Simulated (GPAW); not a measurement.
Runs of GPAW 26.7.0 on HfN. Symmetry: Fm-3m, No. 225, cubic system. Conventional cell: a = 4.512 Å, b = 4.512 Å, c = 4.512 Å, α = 90.00°, β = 90.00°, γ = 90.00°. Hf (site symmetry m-3m) is surrounded by 6 N at 2.26 Å. Around N (site symmetry m-3m) lie 6 Hf at 2.26 Å. 

```tsv
task	level	potentials or basis	cell	k mesh	smearing	optimizer	fmax	max steps	convergence	eigensolver	gap on the mesh (eV)	pressure (GPa)	V0 of scaled cells (Å³/atom)	relaxed volume (Å³/atom)	B0 (GPa)
equation of state	revPBE+D3	the program's PAW data sets (release 1.2.1) made for this functional, pw	as given	8 × 8 × 8	fermi-dirac 0.05 eV	-	-	-	-	-	-	-	(b)	-	283
equation of state	PBE+D3(BJ)	GPAW PAW data sets (gpaw-data 1.2.1), pw	as given	8 × 8 × 8	fermi-dirac 0.05 eV	-	-	-	-	-	-	-	11.56	-	282
single point	PBE	GPAW PAW data sets (gpaw-data 1.2.1), pw	as given	10 × 10 × 10	gaussian 0.012 eV	-	-	-	-	-	none	6.7	-	-	-
relaxation of cell and atoms	LDA	the program's PAW data sets (release 1.2.1) made for this functional, pw	relaxed	10 × 10 × 10	fermi-dirac 0.05 eV	BFGS	0.01 eV/Å	40	density=1e-05 forces=0.0001	-	none	0.0	-	(a)	-
single point	PBE	GPAW PAW data sets (gpaw-data 1.2.1), pw	as given	10 × 10 × 10	gaussian 0.027 eV	-	-	-	-	-	none	6.7	-	-	-
single point	PBE	GPAW PAW data sets (gpaw-data 1.2.1), pw	as given	10 × 10 × 10	gaussian 0.028 eV	-	-	-	-	-	none	6.7	-	-	-
relaxation of cell and atoms	BLYP+D3(BJ)	PAW data sets generated in the run's folder for this functional, pw	relaxed	10 × 10 × 10	fermi-dirac 0.05 eV	BFGS	0.02 eV/Å	60	density=1e-05 forces=0.0001	davidson	none	0.2	-	11.49	-
single point	PBE	GPAW PAW data sets (gpaw-data 1.2.1), pw	as given	10 × 10 × 10	gaussian 0.022 eV	-	-	-	-	-	none	6.7	-	-	-
```

Alike in all rows: no spin polarisation; cutoff (eV) 800.

Q: Estimate the missing entries.

A: (a) 11.13; (b) 11.50.

Caveats: later steps reuse the first step's grids (some runs); pairwise dispersion overbinds metals, which lowers pressure and volume (some runs).

A k mesh can miss the band edges, and the runs leave out spin-orbit coupling on Hf.

A gap of «none» marks a metal or a gap under the smearing width.

Not every run made on this cell is shown here.
